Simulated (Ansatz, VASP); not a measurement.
# One calculation of Ni, two programs

```
Ni
1.0
     0.00000    1.75926    1.75926
     1.75926    0.00000    1.75926
     1.75926    1.75926    0.00000
Ni
1
Cartesian
  0.0000 0.0000 0.0000
```

Alike in both runs: functional PBE; k mesh 20 × 20 × 20; occupations gaussian, width 0.1 eV; collinear spin.

Ansatz relaxed the structure, and its values are those at the end. VASP's run is a single point on that final structure, the one shown.

|  | VASP | Ansatz |
| --- | --- | --- |
| version | VASP 6.6.1 | Ansatz 0.2.0 |
| potentials or method | VASP PAW PBE potentials, release 64 (Ni) | scalar-relativistic, plane waves, PAW |
| plane-wave cutoff (eV) | 520 | 420 |
| valence electrons in the cell | 10 | 18 |

```csv
,VASP,Ansatz,Ansatz less VASP
gap on the k mesh at the Fermi level (eV),none,none,-
pressure (GPa),0.0,0.0,+0.01
net moment per atom (μB),0.63,0.64,+0.011
size of the moment on the site where the two differ most (μB),0.64,0.68,+0.037
```

Site moments also hang on the region over which each program counts them. A gap of «none» marks a metal or a gap that the smearing closes. The two sets of potentials don't hold the same shells in valence.
